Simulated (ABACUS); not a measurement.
Runs of ABACUS 3.10.1 on I. The structure is orthorhombic, space group Fmmm (No. 69). The conventional cell has a = 4.384 Å, b = 4.731 Å, c = 7.820 Å, α = 90.00°, β = 90.00°, γ = 90.00°. Around I (site symmetry mmm) lie 4 I at 3.23 Å. 

| task | level | potentials or basis | cell | k mesh | cutoff (eV) | symmetry key | threshold of the eigensolver | points for each segment of the path | max steps of the relaxation | force threshold | gap on the mesh (eV) | pressure (GPa) | relaxed volume (Å³/atom) |
| --- | --- | --- | --- | --- | --- | --- | --- | --- | --- | --- | --- | --- | --- |
| single point | PBEsol | PseudoDojo NC SR 0.5 PBE standard, plane waves | as given | 7 × 7 × 7 | 966 | 1 | - | - | - | - | none | (a) | - |
| single point | SCAN | SG15 ONCV 1.2 PBE, plane waves | as given | 6 × 6 × 6 | 1116 | 1 | - | - | - | - | none | -1.5 | - |
| relaxation of cell and atoms | SCAN | SG15 ONCV 1.2 PBE, plane waves | relaxed | 6 × 6 × 6 | 1116 | 1 | - | - | 60 | 0.005 eV/Å | none | -0.1 | 38.29 |
| relaxation of cell and atoms | PBEsol | PseudoDojo NC SR 0.5 PBE standard, plane waves | relaxed | 7 × 7 × 7 | 966 | 1 | - | - | 60 | 0.02 eV/Å | none | 0.0 | 37.77 |
| single point | M06-L | SG15 ONCV 1.2 PBE, plane waves | as given | 6 × 6 × 6 | 1116 | 1 | - | - | - | - | none | (b) | - |

Alike in all rows: no spin polarisation; smearing fermi-dirac 0.05 eV.

Question: Fill in the values left out.

Answer: (a) -1.3; (b) 1.1.

Caveats: the potentials were made for another functional, which shifts forces and pressure; an odd number of electrons without spin polarisation forces a metal; a magnetic or distorted state may lie lower.

A k mesh can miss the band edges, and the runs leave out spin-orbit coupling on I.

A gap of «none» marks a metal or a gap under the smearing width.

The runs don't all hold the same shells in valence.

Runs at the PBE level aren't shown here.
